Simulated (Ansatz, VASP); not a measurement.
**W: VASP beside Ansatz**

Contents of INCAR:

```
SYSTEM = W
PREC = Accurate
ENCUT = 520
EDIFF = 1E-6
ISMEAR = 0
SIGMA = 0.15
LREAL = .FALSE.
LASPH = .TRUE.
NELM = 80
ALGO = Fast
ISIF = 2
LWAVE = .FALSE.
LCHARG = .FALSE.
GGA = PS
NBANDS = 13
```

KPOINTS

```
Automatic mesh
0
G
  20 20 20
  0 0 0
```

POSCAR

```
W
1.0
    0.0000000000      1.9995500000      1.9995500000
    1.9995500000      0.0000000000      1.9995500000
    1.9995500000      1.9995500000      0.0000000000
W
1
Direct
    0.0000000000      0.0000000000      0.0000000000
```

Input for Ansatz:

```yaml
crystal:
  lattice:
    - [0.0, 1.99955, 1.99955]
    - [1.99955, 0.0, 1.99955]
    - [1.99955, 1.99955, 0.0]
  atoms:
    - { symbol: W, position: [0.0, 0.0, 0.0] }
basis:
  ecutwfc: 420
kpoints:
  mp_grid: { grid: [20, 20, 20] }
hamiltonian:
  xc: pbesol
scf:
  occupations: { method: gaussian, width: 0.15 }
output:
  forces: true
  stress: true
  eigenvalues: true
```

Change from the starting cell: strain -0.015 along x and y, -0.015 along z, atoms carried along.

Alike in both runs: task single point; functional PBEsol; k mesh 20 × 20 × 20; occupations gaussian, width 0.15 eV; no spin polarisation.

|  | VASP | Ansatz |
| --- | --- | --- |
| version | VASP 6.6.1 | Ansatz 0.2.0 |
| potentials or method | VASP PAW PBE potentials, release 64 (W_sv) | scalar-relativistic, plane waves, PAW |
| plane-wave cutoff (eV) | 520 | 420 |
| valence electrons in the cell | 14 | 14 |

VASP gave:

```
gap on the k mesh at the Fermi level (eV) : none
pressure (GPa)                            : 0.4
```

**Question.** Which values does Ansatz return?

**Answer.** gap on the k mesh at the Fermi level (eV): none; pressure (GPa): -0.3.

A gap of «none» marks a metal or a gap that the smearing closes. The functional is the same, so the differences come from potentials, cutoffs and numerics.

Caveats: the PAW data sets were made with another functional, which shifts forces and pressure a little (VASP). Spin-orbit coupling is left out, which matters for the levels of W.
